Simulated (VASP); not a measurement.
Output of a VASP run:

OSZICAR:
```
       N       E                     dE             d eps       ncg     rms          rms(c)
DAV:   1     0.159472141427E+02    0.15947E+02   -0.27193E+03   320   0.673E+02
DAV:   2    -0.779022793460E+01   -0.23737E+02   -0.23563E+02   432   0.857E+01
DAV:   3    -0.827120282033E+01   -0.48097E+00   -0.48097E+00   392   0.156E+01
DAV:   4    -0.827457502668E+01   -0.33722E-02   -0.33722E-02   488   0.169E+00
DAV:   5    -0.827458192704E+01   -0.69004E-05   -0.69004E-05   376   0.677E-02    0.345E+00
DAV:   6    -0.820987500390E+01    0.64707E-01   -0.87490E-02   360   0.144E+00    0.215E+00
DAV:   7    -0.818907020824E+01    0.20805E-01   -0.91293E-02   368   0.164E+00    0.402E-01
DAV:   8    -0.818986820368E+01   -0.79800E-03   -0.62834E-03   336   0.469E-01    0.103E-01
DAV:   9    -0.819018684808E+01   -0.31864E-03   -0.59540E-04   416   0.163E-01    0.355E-02
DAV:  10    -0.819019880290E+01   -0.11955E-04   -0.21562E-05   464   0.276E-02    0.195E-02
DAV:  11    -0.819022504369E+01   -0.26241E-04   -0.50006E-05   344   0.476E-02    0.227E-03
DAV:  12    -0.819022539279E+01   -0.34910E-06   -0.39933E-07   424   0.504E-03
   1 F= -.81902254E+01 E0= -.81902254E+01  d E =-.819023E+01
       N       E                     dE             d eps       ncg     rms          rms(c)
DAV:   1    -0.824810341559E+01   -0.57878E-01   -0.11309E+00   376   0.546E+00    0.850E-01
DAV:   2    -0.821785420953E+01    0.30249E-01   -0.58663E-02   336   0.140E+00    0.537E-01
DAV:   3    -0.820710030200E+01    0.10754E-01   -0.33204E-02   352   0.840E-01    0.129E-01
DAV:   4    -0.820653164410E+01    0.56866E-03   -0.12130E-03   344   0.231E-01    0.127E-01
DAV:   5    -0.820637819891E+01    0.15345E-03   -0.26989E-04   440   0.914E-02    0.495E-02
DAV:   6    -0.820638502456E+01   -0.68256E-05   -0.13501E-05   368   0.255E-02    0.974E-03
DAV:   7    -0.820638753892E+01   -0.25144E-05   -0.31932E-06   376   0.115E-02    0.604E-03
DAV:   8    -0.820638781249E+01   -0.27357E-06   -0.39339E-07   304   0.420E-03
   2 F= -.82063878E+01 E0= -.82063878E+01  d E =-.161624E-01
       N       E                     dE             d eps       ncg     rms          rms(c)
DAV:   1    -0.821332769647E+01   -0.69402E-02   -0.10273E-01   360   0.167E+00    0.257E-01
DAV:   2    -0.821064316291E+01    0.26845E-02   -0.49788E-03   360   0.406E-01    0.161E-01
DAV:   3    -0.820968867715E+01    0.95449E-03   -0.29576E-03   368   0.251E-01    0.412E-02
DAV:   4    -0.820964511072E+01    0.43566E-04   -0.10316E-04   368   0.685E-02    0.400E-02
DAV:   5    -0.820963408078E+01    0.11030E-04   -0.22753E-05   408   0.267E-02    0.151E-02
DAV:   6    -0.820963464912E+01   -0.56834E-06   -0.10749E-06   344   0.760E-03
   3 F= -.82096346E+01 E0= -.82096346E+01  d E =-.194093E-01
```

**OUTCAR**
```
------------------------ aborting loop because EDIFF is reached ----------------------------------------
  FORCE on cell =-STRESS in cart. coord.  units (eV):
  Direction    XX          YY          ZZ          XY          YZ          ZX
  --------------------------------------------------------------------------------------
  Total        0.0021739      0.0021739      0.0021739      0.0000000      0.0000000     -0.0000000
  in kB        0.0575600      0.0575600      0.0575600      0.0000000      0.0000000     -0.0000000
  external PRESSURE =       0.0575600 kB  Pullay stress =       0.0000000 kB
  volume of cell :       60.51
      direct lattice vectors                 reciprocal lattice vectors
     0.000000000  3.116000693  3.116000693    -0.160462095  0.160462095  0.160462095
     3.116000693  0.000000000  3.116000693     0.160462095 -0.160462095  0.160462095
     3.116000693  3.116000693  0.000000000     0.160462095  0.160462095 -0.160462095
 POSITION                                       TOTAL-FORCE (eV/Angst)
 -----------------------------------------------------------------------------------
      0.00000      0.00000      0.00000         0.000000     -0.000000     -0.000000
      4.67400      4.67400      4.67400        -0.000000      0.000000      0.000000
 -----------------------------------------------------------------------------------
    total drift:                                0.000000      0.000000      0.000000
  FREE ENERGIE OF THE ION-ELECTRON SYSTEM (eV)
  ---------------------------------------------------
  free  energy   TOTEN  =        -8.2096346491 eV

  energy  without entropy=       -8.2096346491  energy(sigma->0) =       -8.20963465

 reached required accuracy - stopping structural energy minimisation
```
(Selected blocks of OUTCAR.)

**POSCAR**
```
AlSb
1
    0.0000000000     3.0700000000     3.0700000000
    3.0700000000     0.0000000000     3.0700000000
    3.0700000000     3.0700000000     0.0000000000
Al Sb
1 1
Direct
  0.0000000000   0.0000000000   0.0000000000
  0.7500000000   0.7500000000   0.7500000000
```

Task: Reconstruct the remaining input files.

Result: One answer among several that fit: the input of the run itself, PBE GGA, plane waves, VASP's PBE PAW potentials (set 64).

KPOINTS:
```
Regular mesh
0
G
7 7 7
```

INCAR:
```
! general
SYSTEM  = AlSb
PREC    = Accurate
ENCUT   = 480
LREAL   = .FALSE.
LASPH   = .TRUE.

! electronic loop
EDIFF   = 1E-6
NELM    = 100
ALGO    = Normal
LMAXMIX = 4

! smearing
ISMEAR  = 0
SIGMA   = 0.05

! functional
GGA     = PE

! ions
IBRION  = 2
NSW     = 60
ISIF    = 3
EDIFFG  = -0.01

! output
LWAVE   = .FALSE.
LCHARG  = .FALSE.
```

POTCAR, in this order: Al Sb (PBE.64 set). Program: vasp_std.

Energy and stress use the plane-wave basis of the starting cell.

The compound is AlSb in the zinc blende structure. This run relaxes it. Symmetry was kept, so distortions that lower it aren't found.
